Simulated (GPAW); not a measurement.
Input of a GPAW 26.7.0 run:

Contents of run.py:

```python
from ase import Atoms
from ase.filters import FrechetCellFilter
from ase.io import write
from ase.optimize import BFGS
from ase.units import GPa
from gpaw import GPAW, PW

atoms = Atoms(['Hf', 'B', 'B'],
              cell=[[3.14, 0.0, 0.0],
                    [-1.57, 2.7193197679, 0.0],
                    [0.0, 0.0, 3.48]],
              scaled_positions=[[0.0, 0.0, 0.0],
                                [0.6666666667, 0.3333333333, 0.5],
                                [0.3333333333, 0.6666666667, 0.5]],
              pbc=True)

calc = GPAW(mode=PW(800),
            xc='LDA',
            kpts={'size': (7, 7, 6), 'gamma': True},
            occupations={'name': 'fermi-dirac', 'width': 0.05},
            nbands=20,
            convergence={'density': 1e-05, 'forces': 0.0001},
            maxiter=150,
            txt='gpaw.txt')
atoms.calc = calc
opt = BFGS(FrechetCellFilter(atoms, scalar_pressure=10 * GPa), trajectory='relax.traj', logfile='-')
done = opt.run(fmax=0.02, steps=60)
calc.write('gs.gpw')
write('result.traj', atoms)
print('Converged:', done)
print('Cell:', atoms.cell.cellpar().round(4))
print('Volume:', round(atoms.get_volume(), 4))
print(atoms.get_scaled_positions().round(5))
```

Potentials or basis: the program's PAW data sets (release 1.2.1) made for this functional, pw.

The run is started by

```bash
$ OMP_NUM_THREADS=1 python run.py
```

Problem. What does it give for the band gap on the k mesh?

Solution. None (metal or under the smearing width).

Problem. Predict the relaxed cell.

Solution. a = 3.073 Å, b = 3.073 Å, c = 3.385 Å, α = 90.00°, β = 90.00°, γ = 120.00°.

Stress tensor (GPa, compression positive):
```
9.84 0.00 0.00
0.00 9.84 0.00
0.00 0.00 9.66
```

Caveat: later steps reuse the first step's grids. Zero-point motion and thermal expansion aren't in these numbers.
